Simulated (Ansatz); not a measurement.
**Caesium (hcp) across density functionals**

All rows: Ansatz, plane waves with scalar-relativistic PAW, 420 eV (500 eV for the SCAN forms), relaxed under each functional, no dispersion correction, no zero-point motion. B₀ comes from uniform scaling at fixed shape; a dash is a value not given.

| functional | V (Å³/atom) | cell | B₀ (GPa) | magnetic state | ΔE to bcc (meV/atom) |
| --- | --- | --- | --- | --- | --- |
| PBE | 116.84 | a = 5.481 Å, c = 8.982 Å (c/a = 1.639) | 2 | spin not included | -1 |
| r²SCAN | 124.10 | a = 5.584 Å, c = 9.193 Å (c/a = 1.646) | 2 | spin not included | 2 |
| PBEsol | 110.45 | a = 5.385 Å, c = 8.794 Å (c/a = 1.633) | 2 | spin not included | -1 |
| LDA | 96.16 | a = 5.138 Å, c = 8.411 Å (c/a = 1.637) | 2 | spin not included | 0 |
| revPBE | 129.14 | a = 5.665 Å, c = 9.292 Å (c/a = 1.640) | 2 | spin not included | -1 |
| RPBE | 131.41 | a = 5.698 Å, c = 9.346 Å (c/a = 1.640) | 2 | spin not included | -1 |
| BLYP | 124.87 | a = 5.608 Å, c = 9.170 Å (c/a = 1.635) | 2 | spin not included | -5 |

LDA gives the smallest volume and RPBE the largest.
